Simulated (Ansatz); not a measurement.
A surface is cut from this relaxed crystal of C:

```cif
data_structure
_symmetry_space_group_name_H-M 'Fd-3m:1'
_symmetry_Int_Tables_number 227
_cell_length_a 3.5715
_cell_length_b 3.5715
_cell_length_c 3.5715
_cell_angle_alpha 90.000
_cell_angle_beta 90.000
_cell_angle_gamma 90.000
_cell_volume 45.56
loop_
_atom_site_label
_atom_site_type_symbol
_atom_site_symmetry_multiplicity
_atom_site_Wyckoff_symbol
_atom_site_fract_x
_atom_site_fract_y
_atom_site_fract_z
_atom_site_occupancy
C1 C 8 a 0.50000 0.00000 0.50000 1
```

Miller indices refer to the conventional cell of Fd-3m (No. 227), a = 3.571 Å, b = 3.571 Å, c = 3.571 Å, α = 90.00°, β = 90.00°, γ = 90.00°. The bulk's gap is 4.13 eV.

Method: DFT PBE, scalar-relativistic, plane waves, PAW (Ansatz 0.2.0). Cutoff 420 eV, Gaussian smearing of 0.05 eV, no spin polarisation. A dipole correction acts along the normal.

This cut of an insulator is polar or leaves open shells, so the slab is metallic here; real surfaces compensate by reconstruction or adsorbates.

A relaxed slab with low-index faces, about a nanometre thick, has these properties:

| Item | Value |
| --- | --- |
| Surface energy (mean of both faces) | 8.46 J/m² |
| Gap of the slab on the mesh | none (metal or semimetal) |
| Work function | 7.26 eV |

Question: Which low-index plane was cut?

Answer: The (100) plane.